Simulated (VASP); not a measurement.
Here is a VASP 6.6.1 calculation.

File INCAR:

```
PREC = Accurate
ENCUT = 750
EDIFF = 1E-8
ISMEAR = 1
SIGMA = 0.1
LREAL = False
LASPH = True
NELM = 120
ALGO = Normal
ISIF = 2
LWAVE = False
LCHARG = False
LDIPOL = True
IDIPOL = 3
DIPOL = 0.5 0.5 0.500
GGA = PE
NBANDS = 64
LVHAR = True
LVACPOTAV = True
```

File KPOINTS:

```
regular mesh
0
Gamma
  15 15 1
```

POSCAR

```
Nb5C6
1.0
    3.1112698372      0.0000000000      0.0000000000
   -1.5556349186      2.6944387171      0.0000000000
    0.0000000000      0.0000000000     34.7017059222
C Nb
6 5
Direct
    0.3333333333      0.6666666667      0.3169872981
    0.0000000000      0.0000000000      0.3901923789
    0.6666666667      0.3333333333      0.4633974596
    0.3333333333      0.6666666667      0.5366025404
    0.0000000000      0.0000000000      0.6098076211
    0.6666666667      0.3333333333      0.6830127019
    0.6666666667      0.3333333333      0.3535898385
    0.3333333333      0.6666666667      0.4267949192
    0.0000000000      0.0000000000      0.5000000000
    0.6666666667      0.3333333333      0.5732050808
    0.3333333333      0.6666666667      0.6464101615
```

Potentials or basis: VASP PAW PBE potentials, release 64 (C, Nb_sv).

The run is started by

```bash
$ cat potpaw_PBE.64/C/POTCAR potpaw_PBE.64/Nb_sv/POTCAR > POTCAR
$ mpirun -np 1 vasp_std > vasp.out
```

Problem. Predict the band gap on the k mesh.

Solution. None (metal or under the smearing width).

Problem. Predict the work function of the upper face.

Solution. 6.48 eV.

Problem. Predict the largest force.

Solution. 3.469 eV/Å.

Problem. Predict the work function of the lower face.

Solution. 6.48 eV.

Forces on the atoms (eV/Å):
```
C    0.000  0.000  2.200
C    0.000  0.000  0.363
C    0.000  0.000 -0.019
C    0.000  0.000  0.019
C    0.000  0.000 -0.363
C    0.000  0.000 -2.200
Nb   0.000  0.000 -3.469
Nb   0.000  0.000 -0.146
Nb   0.000  0.000  0.000
Nb   0.000  0.000  0.146
Nb   0.000  0.000  3.469
```
